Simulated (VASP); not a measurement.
# GeSe (Pnma) in VASP: a series of runs, part 2 of 2

VASP 6.6.1. Earlier steps stand in the parts before.

**3. Relaxation of cell and atoms, PBE+D3(BJ)**

This run uses another cell than the first one, of 23.52 Å³/atom, 1.042 times its volume.

The input, INCAR:

```
PREC = Accurate
ENCUT = 600
EDIFF = 1E-7
ISMEAR = 0
SIGMA = 0.03
LREAL = False
LASPH = True
NELM = 80
ALGO = Normal
ISIF = 3
LWAVE = False
LCHARG = False
GGA = PE
IVDW = 12
IBRION = 2
NSW = 90
EDIFFG = -0.005
KPAR = 2
```

The input, KPOINTS:

```
regular mesh
0
Gamma
  4 8 6
```

The input, POSCAR:

```
GeSe                                    
1.0
   10.9597307044      0.0000000000      0.0000000000
    0.0000000000      3.8818047604      0.0000000000
    0.0000000000      0.0000000000      4.4231575007
  Ge              Se            
     4     4
Direct
     0.1229307906821152    0.7500000000000000    0.8900955651483726
     0.6229307906821148    0.7500000000000000    0.6099044348516274
     0.3770692093178848    0.2500000000000000    0.3900955651483728
     0.8770692093178852    0.2500000000000000    0.1099044348516271
     0.8545026677489422    0.7500000000000000    0.4986494740129064
     0.3545026677489424    0.7500000000000000    0.0013505259870935
     0.6454973322510578    0.2500000000000000    0.9986494740129063
     0.1454973322510577    0.2500000000000000    0.5013505259870937
```

Potentials or basis: VASP PAW PBE potentials, release 64 (Ge_d, Se).

On the command line:

```
> cat potpaw_PBE.64/Ge_d/POTCAR potpaw_PBE.64/Se/POTCAR > POTCAR
> mpirun -np 2 vasp_std > vasp.out
```

Wall time 29 min (2 MPI ranks of AMD EPYC 9R45 (Zen 5), shared host); peak memory 0.65 GiB.

It converged, with:

| Quantity | Value |
| --- | --- |
| Free energy | -36.7192 eV |
| Relaxed volume | 23.53 Å³/atom |
| Relaxed cell | a = 10.966 Å, b = 3.883 Å, c = 4.420 Å, α = 90.00°, β = 90.00°, γ = 90.00° |
| Space group after relaxing (to 0.05 Å) | Pnma (No. 62) |
| Energy gained by relaxing | 0.1 meV/atom |
| Ionic steps | 19 |
| Pressure after relaxing | 0.0 GPa |
| Largest force after relaxing | 0.004 eV/Å |
| Band gap on the k mesh | 0.71 eV, indirect (least direct gap 0.92 eV) |
| Dispersion energy per atom | -0.358 eV |

Forces in eV/Å, atoms in the order of the input:
```
Ge  -0.004  0.000 -0.001
Ge  -0.004  0.000  0.001
Ge   0.004  0.000 -0.001
Ge   0.004  0.000  0.001
Se   0.000  0.000  0.001
Se   0.000  0.000 -0.001
Se   0.000  0.000  0.001
Se   0.000  0.000 -0.001
```

Step by step:
```csv
step,energy change (eV),largest force (eV/Å),pressure (GPa),volume (Å³)
1,0.0000,0.0099,0.00,188.18
2,0.0000,0.0092,0.01,188.17
3,-0.0001,0.0098,0.02,188.16
4,-0.0001,0.0119,0.04,188.12
5,-0.0002,0.0111,0.03,188.14
6,-0.0002,0.0101,0.02,188.15
7,-0.0002,0.0075,0.00,188.20
8,-0.0003,0.0050,-0.04,188.29
9,-0.0003,0.0058,-0.06,188.33
10,-0.0003,0.0083,-0.03,188.27
11,-0.0003,0.0116,0.01,188.18
12,-0.0004,0.0107,0.02,188.18
13,-0.0004,0.0081,0.01,188.17
14,-0.0004,0.0061,0.01,188.16
15,-0.0004,0.0062,-0.02,188.22
16,-0.0004,0.0063,-0.03,188.24
17,-0.0005,0.0057,0.00,188.20
18,-0.0005,0.0059,0.01,188.19
19,-0.0005,0.0044,0.01,188.20
```

Final structure:
```
Ge Se
1.0
    10.96556    0.00000    0.00000
     0.00000    3.88301    0.00000
     0.00000    0.00000    4.42002
Ge Se
4 4
Direct
  0.12339 0.75000 0.88747
  0.62339 0.75000 0.61253
  0.37661 0.25000 0.38747
  0.87661 0.25000 0.11253
  0.85488 0.75000 0.50188
  0.35488 0.75000 0.99812
  0.64512 0.25000 0.00188
  0.14512 0.25000 0.49812
```

Levels at points of the mesh, in eV from the valence-band top:
```tsv
k point	band 38	band 39	band 40	band 41	band 42	band 43
(0.00, 0.00, 0.00)	-1.09	-0.84	-0.21	0.71	2.65	2.68
(0.50, 0.00, 0.00)	-1.69	-0.46	-0.46	2.37	2.37	2.41
(0.00, 0.50, 0.00)	-1.38	-1.17	-1.17	1.11	1.11	1.20
(0.50, 0.50, 0.00)	-1.50	-1.50	-1.50	1.48	1.48	1.48
(0.00, 0.00, 0.50)	-0.96	-0.39	-0.39	1.22	1.22	1.92
(0.50, 0.00, 0.50)	-0.58	-0.53	-0.53	1.26	1.26	1.91
(0.00, 0.50, 0.50)	-2.18	-1.50	-1.50	2.84	2.84	3.25
(0.50, 0.50, 0.50)	-1.48	-1.48	-1.48	2.57	2.57	2.57
```

**4. Relaxation of cell and atoms, LDA**

The input, INCAR:

```
SYSTEM = GeSe
PREC = Accurate ; ENCUT = 600
EDIFF = 1E-6 ; ISMEAR = 0
SIGMA = 0.03 ; LREAL = .False.
LASPH = .True. ; NELM = 80
ALGO = Normal ; ISIF = 3
LWAVE = .False. ; LCHARG = .False.
IBRION = 2 ; NSW = 90
EDIFFG = -0.01 ; KPAR = 2
```

The input, KPOINTS:

```
regular mesh
0
Gamma
  4 8 6
  0 0 0
```

The input, POSCAR:

```
GeSe
1.0
   10.7900000000      0.0000000000      0.0000000000
    0.0000000000      3.8200000000      0.0000000000
    0.0000000000      0.0000000000      4.3800000000
Ge Se
4 4
Direct
    0.1210000000      0.7500000000      0.8940000000
    0.6210000000      0.7500000000      0.6060000000
    0.3790000000      0.2500000000      0.3940000000
    0.8790000000      0.2500000000      0.1060000000
    0.8520000000      0.7500000000      0.4970000000
    0.3520000000      0.7500000000      0.0030000000
    0.6480000000      0.2500000000      0.9970000000
    0.1480000000      0.2500000000      0.5030000000
```

Potentials or basis: VASP PAW LDA potentials, release 64 (Ge_d, Se).

On the command line:

```
> cat potpaw_LDA.64/Ge_d/POTCAR potpaw_LDA.64/Se/POTCAR > POTCAR
> mpirun -np 2 vasp_std > vasp.out
```

OUTCAR:

```text
SYSTEM = GeSe
   PREC = Accurate
   ENCUT = 600
   EDIFF = 1E-6
   ISMEAR = 0
   LREAL = .False.
   LASPH = .True.
   NELM = 80
   ISIF = 3
   IBRION = 2
   NSW = 90
   EDIFFG = -0.01

 ion  position               nearest neighbor table
   1  0.121  0.750  0.894-   6 2.54   8 2.58   8 2.58
   2  0.621  0.750  0.606-   5 2.54   7 2.58   7 2.58
   3  0.379  0.250  0.394-   8 2.54   6 2.58   6 2.58
   4  0.879  0.250  0.106-   7 2.54   5 2.58   5 2.58
   5  0.852  0.750  0.497-   2 2.54   4 2.58   4 2.58
   6  0.352  0.750  0.003-   1 2.54   3 2.58   3 2.58
   7  0.648  0.250  0.997-   4 2.54   2 2.58   2 2.58
   8  0.148  0.250  0.503-   3 2.54   1 2.58   1 2.58

  LATTYP: Found a simple orthorhombic cell.
 ALAT       =     3.8200000000
 B/A-ratio  =     1.1465968586
[... 417 lines left out ...]
  ---------------------------------------------------
  free energy    TOTEN  =       -39.17698378 eV

  energy without entropy =      -39.17698378  energy(sigma->0) =      -39.17698378

 E-fermi :   5.2444     XC(G=0): -10.5886

 val. band max:        5.1208159319   @ k =   0.0000   0.0000   0.3333
 cond. band min:       5.3961236255   @ k =   0.0000   0.0000   0.0000
 fundamental gap:      0.2753076936
 Fermi energy:         5.2443697123

 k-point     1 :       0.0000    0.0000    0.0000
  band No.  band energies     occupation
      1     -19.7191      2.00000
      2     -19.7141      2.00000
      3     -19.7134      2.00000
      4     -19.7130      2.00000
      5     -19.7119      2.00000
      6     -19.7107      2.00000
[... 1213 lines left out ...]
     47       8.6231      0.00000
     48       8.6231      0.00000

 [... further k-points ...]

------------------------ aborting loop because EDIFF is reached ----------------------------------------

  FORCE on cell =-STRESS in cart. coord.  units (eV):
  Direction    XX          YY          ZZ          XY          YZ          ZX
  --------------------------------------------------------------------------------------
  -------------------------------------------------------------------------------------
  Total        0.0599462      0.0039317     -0.0137814      0.0000000      0.0000000      0.0000000
  in kB        0.5617995      0.0368466     -0.1291554      0.0000000      0.0000000      0.0000000
  external PRESSURE =       0.1564969 kB  Pullay stress =       0.0000000 kB
[... 23 lines left out ...]
  FREE ENERGIE OF THE ION-ELECTRON SYSTEM (eV)
  ---------------------------------------------------
  free  energy   TOTEN  =       -39.1769837787 eV

  energy  without entropy=      -39.1769837787  energy(sigma->0) =      -39.17698378

 reached required accuracy - stopping structural energy minimisation
```

OSZICAR:

```text
N       E                     dE             d eps       ncg     rms          rms(c)
DAV:   1     0.984677444003E+03    0.98468E+03   -0.39464E+04  7344   0.382E+03
DAV:   2     0.159853461160E+03   -0.82482E+03   -0.79401E+03  5760   0.109E+03
[... 225 lines left out ...]
       N       E                     dE             d eps       ncg     rms          rms(c)
DAV:   1    -0.391769908688E+02   -0.14398E-03   -0.35272E-02  6328   0.832E-01    0.963E-02
DAV:   2    -0.391770586305E+02   -0.67762E-04   -0.23022E-03  7184   0.390E-01    0.529E-02
DAV:   3    -0.391770002130E+02    0.58417E-04   -0.75765E-05  7824   0.827E-02    0.289E-02
DAV:   4    -0.391769822329E+02    0.17980E-04   -0.40678E-05  7312   0.501E-02    0.404E-03
DAV:   5    -0.391769838020E+02   -0.15691E-05   -0.18163E-05  6080   0.386E-02    0.275E-03
DAV:   6    -0.391769837787E+02    0.23272E-07   -0.29030E-07  3160   0.393E-03
  29 F= -.39176984E+02 E0= -.39176984E+02  d E =-.222016E-03
```

CONTCAR:

```text
GeSe
   1.00000000000000
    10.6070260496446380    0.0000000000000000    0.0000000000000000
     0.0000000000000000    3.8318706759297583   -0.0000000000000000
     0.0000000000000000   -0.0000000000000000    4.2061627467412821
  Ge              Se
     4     4
Direct
     0.1183124692144134    0.7500000000000000    0.8962937764424641
     0.6183124692144135    0.7500000000000000    0.6037062235575359
     0.3816875307855865    0.2500000000000000    0.3962937764424637
     0.8816875307855865    0.2500000000000000    0.1037062235575362
     0.8562422107980860    0.7500000000000000    0.5064710332093024
     0.3562422107980859    0.7500000000000000    0.9935289667906977
     0.6437577892019140    0.2500000000000000    0.0064710332093024
     0.1437577892019141    0.2500000000000000    0.4935289667906975

  0.00000000E+00  0.00000000E+00  0.00000000E+00
  0.00000000E+00  0.00000000E+00  0.00000000E+00
  0.00000000E+00  0.00000000E+00  0.00000000E+00
  0.00000000E+00  0.00000000E+00  0.00000000E+00
  0.00000000E+00  0.00000000E+00  0.00000000E+00
  0.00000000E+00  0.00000000E+00  0.00000000E+00
  0.00000000E+00  0.00000000E+00  0.00000000E+00
  0.00000000E+00  0.00000000E+00  0.00000000E+00
```

Run time: 38 min. Hardware: 2 MPI ranks of Intel Xeon 6975P-C (Granite Rapids), shared host; peak memory 0.58 GiB.

What came out:

```yaml
Free_energy: -39.1770 eV
Relaxed_volume: 21.37 Å³/atom
Relaxed_cell: a = 10.607 Å, b = 3.832 Å, c = 4.206 Å, α = 90.00°, β = 90.00°, γ = 90.00°
Space_group_after_relaxing_to_0.05_Å: Pnma (No. 62)
Energy_gained_by_relaxing: 8.9 meV/atom
Ionic_steps: 29
Pressure_after_relaxing: 0.0 GPa
Largest_force_after_relaxing: 0.008 eV/Å
Band_gap_on_the_k_mesh: 0.28 eV, indirect (least direct gap 0.71 eV)
```

Forces on the atoms (eV/Å):
```
Ge   0.001  0.000 -0.004
Ge   0.001  0.000  0.004
Ge  -0.001  0.000 -0.004
Ge  -0.001  0.000  0.004
Se   0.006  0.000  0.005
Se   0.006  0.000 -0.005
Se  -0.006  0.000  0.005
Se  -0.006  0.000 -0.005
```

The path:
```csv
step,energy change (eV),largest force (eV/Å),pressure (GPa),volume (Å³)
1,0.0000,0.1700,-1.54,180.53
2,-0.0303,0.2155,0.38,174.93
3,-0.0307,0.2024,0.16,175.52
4,-0.0447,0.1413,-0.05,174.73
5,-0.0580,0.1259,-0.27,172.77
6,-0.0669,0.0779,-0.20,171.45
7,-0.0680,0.0445,-0.01,170.33
8,-0.0682,0.0495,0.09,170.53
9,-0.0680,0.0631,0.02,170.99
10,-0.0683,0.0541,0.01,170.70
11,-0.0683,0.0528,0.06,170.66
12,-0.0691,0.0365,0.01,170.90
13,-0.0698,0.0126,-0.07,171.36
14,-0.0702,0.0252,0.02,171.23
15,-0.0702,0.0294,0.08,171.18
16,-0.0704,0.0242,-0.05,171.38
17,-0.0705,0.0215,-0.10,171.49
18,-0.0706,0.0184,-0.10,171.45
19,-0.0709,0.0191,-0.09,171.36
20,-0.0709,0.0218,-0.06,171.34
21,-0.0710,0.0233,-0.02,171.19
22,-0.0711,0.0243,0.04,171.08
23,-0.0711,0.0266,0.10,170.85
24,-0.0711,0.0258,0.05,170.96
25,-0.0711,0.0257,0.13,170.91
26,-0.0711,0.0260,0.05,170.94
27,-0.0711,0.0256,0.09,170.93
28,-0.0712,0.0210,0.07,170.93
29,-0.0714,0.0079,0.02,170.96
```

Final structure:
```yaml
crystal:
  lattice:
    - [10.60703, 0.00000, 0.00000]
    - [0.00000, 3.83187, 0.00000]
    - [0.00000, 0.00000, 4.20616]
  atoms:
    - { symbol: Ge, position: [0.11831, 0.75000, 0.89629] }
    - { symbol: Ge, position: [0.61831, 0.75000, 0.60371] }
    - { symbol: Ge, position: [0.38169, 0.25000, 0.39629] }
    - { symbol: Ge, position: [0.88169, 0.25000, 0.10371] }
    - { symbol: Se, position: [0.85624, 0.75000, 0.50647] }
    - { symbol: Se, position: [0.35624, 0.75000, 0.99353] }
    - { symbol: Se, position: [0.64376, 0.25000, 0.00647] }
    - { symbol: Se, position: [0.14376, 0.25000, 0.49353] }
```

Levels at points of the mesh, in eV from the valence-band top:
```
           k point  band 38  band 39  band 40  band 41  band 42  band 43
(0.00, 0.00, 0.00)    -1.36    -1.00    -0.44     0.28     2.62     2.62
(0.50, 0.00, 0.00)    -2.02    -0.60    -0.60     2.17     2.17     2.41
(0.00, 0.50, 0.00)    -1.40    -1.26    -1.26     0.86     0.86     1.11
(0.50, 0.50, 0.00)    -1.61    -1.61    -1.61     1.34     1.34     1.34
(0.00, 0.00, 0.50)    -1.14    -0.53    -0.53     0.99     0.99     1.49
(0.50, 0.00, 0.50)    -0.69    -0.67    -0.67     1.02     1.02     1.58
(0.00, 0.50, 0.50)    -2.66    -1.83    -1.83     2.70     2.70     3.24
(0.50, 0.50, 0.50)    -1.74    -1.74    -1.74     2.27     2.27     2.27
```

A k mesh can miss the band edges. Zero-point motion and thermal expansion aren't in these numbers.
